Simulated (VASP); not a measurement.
# PtSe2 (P-3m1) in VASP: band structure with PBE+D3(BJ)

Aim: the band structure of PtSe2 with PBE+D3(BJ).

Program: VASP 6.6.1. These are calculated values, not measurements. Logs are shortened: lines on timing, memory, paths and dates and some standing lists are left out, and cuts for length are marked.

### 1 The crystal as given

It takes space group P-3m1 (No. 164, trigonal). The conventional cell has a = 3.768 Å, b = 3.768 Å, c = 4.807 Å, α = 90.00°, β = 90.00°, γ = 120.00°. Pt (site symmetry -3m) is surrounded by 6 Se at 2.52 Å. Around Se (site symmetry 3m) lie 3 Pt at 2.52 Å.

### 2 Band structure, PBE+D3(BJ)

File POSCAR:

```
PtSe2                                   
1.0
    3.7680173360     -0.0000000000     -0.0000000000
   -1.8840086680      3.2631987311      0.0000000000
   -0.0000000000     -0.0000000000      4.8069765111
  Pt              Se            
     1     2
Direct
     1.0000000000000000    0.0000000000000000    0.0000000000000000
     0.3333333300000021    0.6666666699999979    0.2665979589656339
     0.6666666699999979    0.3333333300000021    0.7334020410343660
```

File INCAR.step1:

```
SYSTEM = PtSe2
PREC = Accurate
ENCUT = 250
EDIFF = 1E-7
ISMEAR = 0
SIGMA = 0.02
LREAL = .FALSE.
LASPH = .TRUE.
NELM = 80
ALGO = Fast
ISIF = 2
LWAVE = .FALSE.
LCHARG = .TRUE.
LMAXMIX = 4
GGA = PE
IVDW = 12
```

File KPOINTS.step1:

```
regular mesh
0
G
  9 9 6
  0 0 0
```

File INCAR.step2:

```
SYSTEM = PtSe2
PREC = Accurate
ENCUT = 250
EDIFF = 1E-7
ISMEAR = 0
SIGMA = 0.05
LREAL = .FALSE.
LASPH = .TRUE.
NELM = 80
ALGO = Fast
ISIF = 2
LWAVE = .FALSE.
LCHARG = .FALSE.
LMAXMIX = 4
GGA = PE
IVDW = 12
ICHARG = 11
```

File KPOINTS.step2:

```
path GMKGALHA,LM,KH
10
line-mode
reciprocal
 0.0000000000  0.0000000000  0.0000000000  G
 0.5000000000  0.0000000000  0.0000000000  M

 0.5000000000  0.0000000000  0.0000000000  M
 0.3333333333  0.3333333333  0.0000000000  K

 0.3333333333  0.3333333333  0.0000000000  K
 0.0000000000  0.0000000000  0.0000000000  G

 0.0000000000  0.0000000000  0.0000000000  G
 0.0000000000  0.0000000000  0.5000000000  A

 0.0000000000  0.0000000000  0.5000000000  A
 0.5000000000  0.0000000000  0.5000000000  L

 0.5000000000  0.0000000000  0.5000000000  L
 0.3333333333  0.3333333333  0.5000000000  H

 0.3333333333  0.3333333333  0.5000000000  H
 0.0000000000  0.0000000000  0.5000000000  A

 0.5000000000  0.0000000000  0.5000000000  L
 0.5000000000  0.0000000000  0.0000000000  M

 0.3333333333  0.3333333333  0.0000000000  K
 0.3333333333  0.3333333333  0.5000000000  H
```

Potentials or basis: VASP PAW PBE potentials, release 64 (Pt, Se).

Command:

```
$ cat potpaw_PBE.64/Pt/POTCAR potpaw_PBE.64/Se/POTCAR > POTCAR
$ cp INCAR.step1 INCAR
$ cp KPOINTS.step1 KPOINTS
$ mpirun -np 1 vasp_std > vasp.out
$ cp INCAR.step2 INCAR
$ cp KPOINTS.step2 KPOINTS
$ mpirun -np 1 vasp_std > vasp.out
```

OUTCAR:

```text
SYSTEM = PtSe2
   PREC = Accurate
   ENCUT = 250
   EDIFF = 1E-7
   ISMEAR = 0
   LREAL = .FALSE.
   LASPH = .TRUE.
   NELM = 80
   ISIF = 2
   GGA = PE
   IVDW = 12
   ICHARG = 11
 IVDW          = 12

 ion  position               nearest neighbor table
   1  0.000  0.000  0.000-   2 2.52   3 2.52   2 2.52   3 2.52   3 2.52   2 2.52
   2  0.333  0.667  0.267-   1 2.52   1 2.52   1 2.52
   3  0.667  0.333  0.733-   1 2.52   1 2.52   1 2.52

  LATTYP: Found a hexagonal cell.
 ALAT       =     3.7680173360
 C/A-ratio  =     1.2757309966

  Lattice vectors:

 A1 = (   3.7680173360,   0.0000000000,   0.0000000000)
 A2 = (  -1.8840086680,   3.2631987311,   0.0000000000)
 A3 = (   0.0000000000,   0.0000000000,   4.8069765111)

Analysis of symmetry for initial positions (statically):
=====================================================================
 Subroutine PRICEL returns:
 Original cell was already a primitive cell.

 Routine SETGRP: Setting up the symmetry group for a
 hexagonal supercell.

 Subroutine GETGRP returns: Found 12 space group operations
 (whereof 12 operations were pure point group operations)
 out of a pool of 24 trial point group operations.

The static configuration has the point symmetry D_3d.

Analysis of symmetry for dynamics (positions and initial velocities):
=====================================================================
 Subroutine PRICEL returns:
 Original cell was already a primitive cell.

 Routine SETGRP: Setting up the symmetry group for a
 hexagonal supercell.

 Subroutine GETGRP returns: Found 12 space group operations
 (whereof 12 operations were pure point group operations)
 out of a pool of 24 trial point group operations.

The dynamic configuration has the point symmetry D_3d.

 Subroutine INISYM returns: Found 12 space group operations
 (whereof 12 operations are pure point group operations),
 and found     1 'primitive' translations

----------------------------------------------------------------------------------------

                                     Primitive cell

  volume of cell :      59.1056

  direct lattice vectors                    reciprocal lattice vectors
     3.768017336  0.000000000  0.000000000     0.265391560  0.153223889  0.000000000
    -1.884008668  3.263198731  0.000000000     0.000000000  0.306447778  0.000000000
     0.000000000  0.000000000  4.806976511     0.000000000  0.000000000  0.208030973

  length of vectors
     3.768017336  3.768017333  4.806976511     0.306447778  0.306447778  0.208030973

  position of ions in fractional coordinates (direct lattice)
     0.000000000  0.000000000  0.000000000
     0.333333330  0.666666670  0.266597959
     0.666666670  0.333333330  0.733402041

  ion indices of the primitive-cell ions
   primitive index   ion index
                 1           1
                 2           2
                 3           3

----------------------------------------------------------------------------------------

 KPOINTS: path GMKGALHA,LM,KH

Interpolating k-points between supplied coordinates.

 Line segments in fractional coordinates (reciprocal lattice):
    0.000000  0.000000  0.000000  ...  0.500000  0.000000  0.000000
    0.500000  0.000000  0.000000  ...  0.333333  0.333333  0.000000
    0.333333  0.333333  0.000000  ...  0.000000  0.000000  0.000000
    0.000000  0.000000  0.000000  ...  0.000000  0.000000  0.500000
    0.000000  0.000000  0.500000  ...  0.500000  0.000000  0.500000
    0.500000  0.000000  0.500000  ...  0.333333  0.333333  0.500000
    0.333333  0.333333  0.500000  ...  0.000000  0.000000  0.500000
    0.500000  0.000000  0.500000  ...  0.500000  0.000000  0.000000
    0.333333  0.333333  0.000000  ...  0.333333  0.333333  0.500000

 Generated    10 points on each line segment, for a total of     90 k-points:

 Following reciprocal coordinates:
            Coordinates               Weight
  0.000000  0.000000  0.000000      0.011111
  0.055556  0.000000  0.000000      0.011111
  0.111111  0.000000  0.000000      0.011111
  0.166667  0.000000  0.000000      0.011111
  0.222222  0.000000  0.000000      0.011111
  0.277778  0.000000  0.000000      0.011111
[... 16 lines left out ...]
  0.259259  0.259259  0.000000      0.011111
  0.222222  0.222222  0.000000      0.011111
 [... further k-points ...]
   k-points           NKPTS =     90   k-points in BZ     NKDIM =     90   number of bands    NBANDS=     15
   number of dos      NEDOS =    301   number of ions     NIONS =      3
   total plane-waves  NPLWV =  11200
   dimension x,y,z NGX =    20 NGY =   20 NGZ =   28
   dimension x,y,z NGXF=    40 NGYF=   40 NGZF=   56
   ions per type =               1   2
   NGX,Y,Z   is equivalent  to a cutoff of   8.82,  8.82,  9.68 a.u.
   NGXF,Y,Z  is equivalent  to a cutoff of  17.65, 17.65, 19.37 a.u.
 SYSTEM =  PtSe2
   PREC   = accura    normal or accurate (medium, high low for compatibility)
   ISTART =      0    job   : 0-new  1-cont  2-samecut
   ICHARG =     11    charge: 1-file 2-atom 10-const
   ISPIN  =      1    spin polarized calculation?
   LNONCOLLINEAR =      F non collinear calculations
   LSORBIT =      F    spin-orbit coupling
   LASPH  =      T    aspherical Exc in radial PAW
   ENCUT  =  250.0 eV  18.37 Ry    4.29 a.u.   4.86  4.86  6.20*2*pi/ulx,y,z
   NELM   =     80;   NELMIN=  2; NELMDL=  0     # of ELM steps
   EDIFF  = 0.1E-06   stopping-criterion for ELM
   LREAL  =      F    real-space projection
   EDIFFG = 0.1E-05   stopping-criterion for IOM
   NSW    =      0    number of steps for IOM
   IBRION =     -1    ionic relax: 0-MD 1-quasi-New 2-CG
   NFREE  =      0    steps in history (QN), initial steepest desc. (CG)
   ISIF   =      2    stress and relaxation
   ISYM   =      2    0-nonsym 1-usesym 2-fastsym
   POTIM  = 0.5000    time-step for ionic-motion
   TEBEG  =    0.0;   TEEND  =   0.0 temperature during run
   PSTRESS=    0.0 pullay stress
   NELECT =      22.0000    total number of electrons
   NUPDOWN=      -1.0000    fix difference up-down
   EMIN   =  10.00;   EMAX   =-10.00  energy-range for DOS
   EFERMI =   0.00;   METHOD = LEGACY
   ISMEAR =     0;   SIGMA  =   0.05  broadening in eV -4-tet -1-fermi 0-gaus
   EFERMI_NEDOS =   21; number of points for ismear=-14 and -15
   IALGO  =     68    algorithm
   IMIX   =      4    mixing-type and parameters
     AMIX     =   0.40;   BMIX     =  1.00
     AMIX_MAG =   1.60;   BMIX_MAG =  1.00
  volume/ion in A,a.u.               =      19.70       132.95
  Fermi-wavevector in a.u.,A,eV,Ry     =   1.177623  2.225385 18.868502  1.386796
  Thomas-Fermi vector in A             =   2.313966
   LORBIT       =      0    0 simple, 1 ext, 2 COOP (PROOUT), +10 PAW based schemes
   GGA     = PE    functional components
   LHFCALC =     F    Hartree Fock is set to
   AEXX    =    0.0000 exact exchange contribution
   IVDW    =    12    specifies the selected vdW correction
   LEPSILON=     F    determine dielectric tensor
   LRPA    =     F    only Hartree local field effects (RPA)
 non-spin polarized calculation
 RMM-DIIS sequential band-by-band and
 Gauss-broadening in eV      SIGMA  =   0.05
  energy-cutoff  :      250.00
  volume of cell :       59.11
 maximum number of plane-waves:       549
 NGX is ok and might be reduce to    20

 number of electron      22.0000004 magnetization

 Free energy of the ion-electron system (eV)
  ---------------------------------------------------
  ext. energy  EPLUGINS =         0.00000000
  ---------------------------------------------------
  free energy    TOTEN  =       -13.93443532 eV

  energy without entropy =      -13.93216409  energy(sigma->0) =      -13.93329970

 E-fermi :   6.7790     XC(G=0): -10.8528

 val. band max:        6.7513946664   @ k =   0.3333   0.3333   0.0000
 cond. band min:       6.8044447377   @ k =   0.3889   0.2222   0.0000
 fundamental gap:      0.0530500713
 Fermi energy:         6.7789839230

 k-point     1 :       0.0000    0.0000    0.0000
  band No.  band energies     occupation
      1      -8.9238      2.00000
      2      -5.7866      2.00000
      3      -0.3671      2.00000
      4       0.5410      2.00000
      5       0.5410      2.00000
      6       2.9836      2.00000
      7       2.9836      2.00000
      8       4.2983      2.00000
      9       5.7736      2.00000
     10       5.7736      2.00000
     11       7.5804      0.00000
     12       7.8272      0.00000
     13       7.8272      0.00000
     14      10.1207      0.00000
     15      10.9031      0.00000

 k-point     2 :       0.0556    0.0000    0.0000
  band No.  band energies     occupation
      1      -8.8903      2.00000
      2      -5.8070      2.00000
      3      -0.3247      2.00000
      4       0.5630      2.00000
      5       0.5747      2.00000
      6       2.9408      2.00000
      7       2.9586      2.00000
      8       4.2276      2.00000
      9       5.6062      2.00000
     10       5.7162      2.00000
     11       7.1767      0.00000
     12       7.8753      0.00000
     13       8.1293      0.00000
     14      10.3543      0.00000
     15      11.1116      0.00000

 k-point     3 :       0.1111    0.0000    0.0000
  band No.  band energies     occupation
      1      -8.7909      2.00000
      2      -5.8658      2.00000
      3      -0.2000      2.00000
      4       0.6273      2.00000
      5       0.6735      2.00000
      6       2.7933      2.00000
      7       2.8916      2.00000
      8       4.0063      2.00000
      9       5.2624      2.00000
     10       5.5528      2.00000
     11       6.6652      1.99871
     12       8.0143      0.00000
     13       8.3670      0.00000
     14      10.9112      0.00000
     15      11.6530      0.00000

 k-point     4 :       0.1667    0.0000    0.0000
  band No.  band energies     occupation
      1      -8.6300      2.00000
      2      -5.9574      2.00000
      3      -0.0005      2.00000
      4       0.7282      2.00000
      5       0.8293      2.00000
      6       2.4799      2.00000
      7       2.8020      2.00000
      8       3.6980      2.00000
      9       4.9686      2.00000
     10       5.3038      2.00000
     11       6.1506      2.00000
     12       8.2212      0.00000
     13       8.4755      0.00000
     14      11.5101      0.00000
     15      12.1947      0.00000
[... 307 lines left out ...]
 k-point    22 :       0.2963    0.2963    0.0000
  band No.  band energies     occupation
      1      -7.0288      2.00000
      2      -6.7486      2.00000
      3      -0.1169      2.00000
      4       0.8504      2.00000
      5       0.9104      2.00000
      6       2.1797      2.00000
      7       2.1972      2.00000
      8       3.2739      2.00000
      9       4.3513      2.00000
     10       4.5795      2.00000
     11       5.5265      2.00000
     12       6.8546      0.03244
     13       6.9398      0.00001
     14      10.6829      0.00000
     15      14.2026      0.00000

 k-point    23 :       0.2593    0.2593    0.0000
  band No.  band energies     occupation
      1      -7.2812      2.00000
      2      -6.6119      2.00000
      3       0.1099      2.00000
      4       0.9003      2.00000
      5       1.0651      2.00000
      6       1.9620      2.00000
      7       2.1607      2.00000
      8       3.4755      2.00000
      9       4.0158      2.00000
     10       4.1849      2.00000
     11       5.8883      2.00000
     12       6.9746      0.00000
     13       7.4509      0.00000
     14      10.8601      0.00000
     15      14.0423      0.00000

 k-point    24 :       0.2222    0.2222    0.0000
  band No.  band energies     occupation
      1      -7.5973      2.00000
      2      -6.4625      2.00000
      3       0.5268      2.00000
      4       0.8707      2.00000
      5       1.2236      2.00000
      6       1.6323      2.00000
      7       2.1553      2.00000
      8       3.4804      2.00000
      9       3.8167      2.00000
     10       4.1989      2.00000
     11       6.1704      2.00000
     12       7.1230      0.00000
     13       8.0017      0.00000
     14      11.1374      0.00000
     15      14.0390      0.00000

 [... further k-points ...]

------------------------ aborting loop because EDIFF is reached ----------------------------------------

 Edisp (eV)   -1.47797

 E8    (eV) :    -0.6350

  FORCE on cell =-STRESS in cart. coord.  units (eV):
  Direction    XX          YY          ZZ          XY          YZ          ZX
  --------------------------------------------------------------------------------------
  -------------------------------------------------------------------------------------
  Total       0.59877     0.59877     0.21527    -0.00000     0.00000     0.00000
  in kB      16.23077    16.23077     5.83546    -0.00000     0.00000     0.00000
  external pressure =       12.77 kB  Pullay stress =        0.00 kB

 VOLUME and BASIS-vectors are now :
 -----------------------------------------------------------------------------
  energy-cutoff  :      250.00
  volume of cell :       59.11
      direct lattice vectors                 reciprocal lattice vectors
     3.768017336  0.000000000  0.000000000     0.265391560  0.153223889  0.000000000
    -1.884008668  3.263198731  0.000000000     0.000000000  0.306447778  0.000000000
     0.000000000  0.000000000  4.806976511     0.000000000  0.000000000  0.208030973

 POSITION                                       TOTAL-FORCE (eV/Angst)
 -----------------------------------------------------------------------------------
      0.00000      0.00000      0.00000        -0.000000      0.000000     -0.000000
     -0.00000      2.17547      1.28153         0.000000     -0.000000     -0.374853
      1.88401      1.08773      3.52545        -0.000000      0.000000      0.374853
 -----------------------------------------------------------------------------------
    total drift:                                0.000000     -0.000000     -0.000000

  FREE ENERGIE OF THE ION-ELECTRON SYSTEM (eV)
  ---------------------------------------------------
  free  energy   TOTEN  =       -15.4124020813 eV

  energy  without entropy=      -15.4101308507  energy(sigma->0) =      -15.41126647
```

Wall time 18 s (1 thread of Intel Xeon 6975P-C (Granite Rapids), shared host); peak memory 0.15 GiB.

Results:

* Band gap along the path: none (metal or under the smearing width)
* Dispersion energy per atom: -0.493 eV

Levels at the corners of the path, in eV from the Fermi level:
```csv
point,band 8,band 9,band 10,band 11,band 12,band 13,band 14,band 15
Γ,-2.50,-1.02,-1.02,0.79,1.03,1.03,3.33,4.11
M,-3.71,-3.34,-3.27,-2.94,0.48,2.51,5.04,6.12
M,-3.71,-3.34,-3.27,-2.94,0.48,2.51,5.04,6.12
K,-3.62,-2.26,-1.71,-1.71,-0.04,-0.04,3.82,7.57
K,-3.62,-2.26,-1.71,-1.71,-0.04,-0.04,3.82,7.57
Γ,-2.50,-1.02,-1.02,0.79,1.03,1.03,3.33,4.11
Γ,-2.50,-1.02,-1.02,0.79,1.03,1.03,3.33,4.11
A,-2.93,-1.75,-1.75,-1.72,2.32,2.32,4.99,6.55
A,-2.93,-1.75,-1.75,-1.72,2.32,2.32,4.99,6.55
L,-3.36,-3.09,-2.60,-1.11,0.57,1.46,4.91,4.94
L,-3.36,-3.09,-2.60,-1.11,0.57,1.46,4.91,4.94
H,-4.30,-3.46,-2.50,-2.50,2.35,2.35,6.59,7.62
H,-4.30,-3.46,-2.50,-2.50,2.35,2.35,6.59,7.60
A,-2.93,-1.75,-1.75,-1.72,2.32,2.32,4.99,6.55
L,-3.36,-3.09,-2.60,-1.11,0.57,1.46,4.91,4.94
M,-3.71,-3.34,-3.27,-2.94,0.48,2.51,5.04,6.12
K,-3.62,-2.26,-1.71,-1.71,-0.04,-0.04,3.82,7.57
H,-4.30,-3.46,-2.50,-2.50,2.35,2.35,6.59,7.61
```

Caveat: the cutoff is under 1.25 times the usual one of these potentials, so pressure, stress and relaxed cells hold a basis-set (Pulay) error; the log is that of the step along the path at fixed density, whose energy, stress, charges and moments have no meaning; spin-orbit coupling is left out, which moves the levels of the heavy elements; pairwise dispersion overbinds metals, which lowers pressure and volume.
